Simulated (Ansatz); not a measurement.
# SnO: Sr on a Sn site

Level of theory: Ansatz, DFT PBE, scalar-relativistic, plane waves, PAW. Settings: 420 eV cutoff, 3×3×3 k-mesh, Gaussian smearing of 0.02 eV, collinear spin in charge -1 alone.

Host crystal, relaxed:

```cif
data_structure
_symmetry_space_group_name_H-M 'P 1'
_symmetry_Int_Tables_number 1
_cell_length_a 3.8683
_cell_length_b 3.8683
_cell_length_c 5.0662
_cell_angle_alpha 90.000
_cell_angle_beta 90.000
_cell_angle_gamma 90.000
_cell_volume 75.81
loop_
_atom_site_label
_atom_site_type_symbol
_atom_site_fract_x
_atom_site_fract_y
_atom_site_fract_z
_atom_site_occupancy
Sn1 Sn 0.00000 0.50000 0.22878 1
Sn2 Sn 0.50000 0.00000 0.77122 1
O1 O 0.50000 0.50000 0.00000 1
O2 O 0.00000 0.00000 0.00000 1
```

Supercell of 32 atoms, rows in host cell vectors: 2 0 1; -2 0 1; 0 -2 -1. Atoms relax at the host's cell, keeping the symmetry that the supercell leaves at the site. The cell is small, so energies carry finite-size errors of tenths of an eV. The host's Kohn–Sham gap is 0.49 eV. Atoms are taken from and returned to the elements' standard states. Charged cells are corrected for image charges with the computed static dielectric tensor (mean 18.7) and aligned with the host's potential at far atoms (alignment terms reach 0.19 eV; the program doubts the alignment in some charges, where it is up to 0.19 eV). No band-filling term is added, and the Fermi level counts from the host's valence band top.

Starting moments were lost in some runs.

Defect: Sr on a Sn site set at (0.000, 0.500, 0.229) of the host cell. Before relaxation its nearest neighbours are 4 O at 2.25 Å.

| charge | E_f at the valence band top (eV) | over the neutral state (eV) | moment (μB) | largest move (Å) | atoms near the site |
| --- | --- | --- | --- | --- | --- |
| 0 | -2.82 | 0.00 | 0.00 | 0.15 | 4 O at 2.44 Å |
| -1 | -1.70 | 1.11 | 0.00 | 0.14 | 4 O at 2.44 Å |
| -2 | -0.26 | 2.56 | 0.00 | 0.12 | 4 O at 2.44 Å |

Among the charges computed the stable one is 0 at the valence band top and stays so across the gap. In charge -1, -2 the extra carrier would gain by moving to a band edge of the host, so it isn't bound in the gap. In charge -1, -2 the cell has partly filled bands: a level of the defect may be part filled, the carrier may sit in the host's bands, or levels may cross between the k points, so transitions that involve it are doubtful.